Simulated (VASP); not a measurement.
InSb in VASP 6.6.1, single-point calculation

INCAR

```
SIGMA = 0.005
ISIF = 2
ISMEAR = -1
MAGMOM = 1 1
NELM = 50
ENCUT = 520
PREC = Accurate
LREAL = .FALSE.
NBANDS = 16
IBRION = -1
LCHARG = .FALSE.
ISPIN = 2
NSW = 0
LASPH = .TRUE.
EDIFF = 1E-7
GGA = PE
LWAVE = .FALSE.
```

KPOINTS

```
KPOINTS created by Atomic Simulation Environment
0
Gamma
6 6 6
0 0 0
```

POSCAR

```
In Sb
 1.0000000000000000
     0.0000000000000000    3.2795130174999998    3.1483324968000002
     3.2795130174999998    0.0000000000000000    3.1483324968000002
     3.2795130174999998    3.2795130174999998    0.0000000000000000
 In  Sb
   1   1
Cartesian
  0.0000000000000000  0.0000000000000000  0.0000000000000000
  1.6397565087499999  1.6397565087499999  1.5741662484000001
```

The recommended PBE PAW datasets give the neutral cell 18 valence electrons.

Command

```
mpirun -np 1 vasp_std
```

OSZICAR

```
N       E                     dE             d eps       ncg     rms          rms(c)
DAV:   1     0.114262400942E+03    0.11426E+03   -0.79204E+03  1920   0.112E+03
DAV:   2     0.775957239511E+00   -0.11349E+03   -0.10970E+03  2136   0.286E+02
DAV:   3    -0.647593910641E+01   -0.72519E+01   -0.72265E+01  2456   0.738E+01
DAV:   4    -0.667825406271E+01   -0.20231E+00   -0.20227E+00  2416   0.139E+01
DAV:   5    -0.669049844952E+01   -0.12244E-01   -0.12244E-01  2960   0.287E+00    0.692E+00
DAV:   6    -0.686986479354E+01   -0.17937E+00   -0.22123E-01  2608   0.617E+00    0.308E+00
DAV:   7    -0.687607390212E+01   -0.62091E-02   -0.67896E-02  2080   0.221E+00    0.169E+00
DAV:   8    -0.687283094701E+01    0.32430E-02   -0.15062E-02  2552   0.898E-01    0.839E-01
DAV:   9    -0.687303314828E+01   -0.20220E-03   -0.22111E-03  2152   0.317E-01    0.243E-01
DAV:  10    -0.687361744625E+01   -0.58430E-03   -0.84990E-04  2520   0.251E-01    0.843E-02
DAV:  11    -0.687381222887E+01   -0.19478E-03   -0.16504E-04  2376   0.931E-02    0.360E-02
DAV:  12    -0.687388132293E+01   -0.69094E-04   -0.44597E-05  2376   0.558E-02    0.171E-02
DAV:  13    -0.687390415770E+01   -0.22835E-04   -0.18558E-05  2400   0.230E-02    0.879E-03
DAV:  14    -0.687390838224E+01   -0.42245E-05   -0.59287E-06  2320   0.169E-02    0.407E-03
DAV:  15    -0.687390859412E+01   -0.21188E-06   -0.39263E-07  2440   0.580E-03    0.163E-03
DAV:  16    -0.687390864807E+01   -0.53949E-07   -0.16148E-07  2248   0.278E-03
   1 F= -.68739086E+01 E0= -.68739086E+01  d E =-.150940E-10  mag=    -0.0000
```

It converged. Results: pressure 3.4 GPa; magnetic moment of the cell 0.00 μB.

For comparison, a separate PBE run of the intended cell, on usual settings and not on those above, gives a gap of 0.19 eV on its mesh and a pressure of 3.4 GPa.

The run above took about 62 s on one core of a shared host (Intel Xeon Platinum 8488C) and held 0.26 GiB at most.
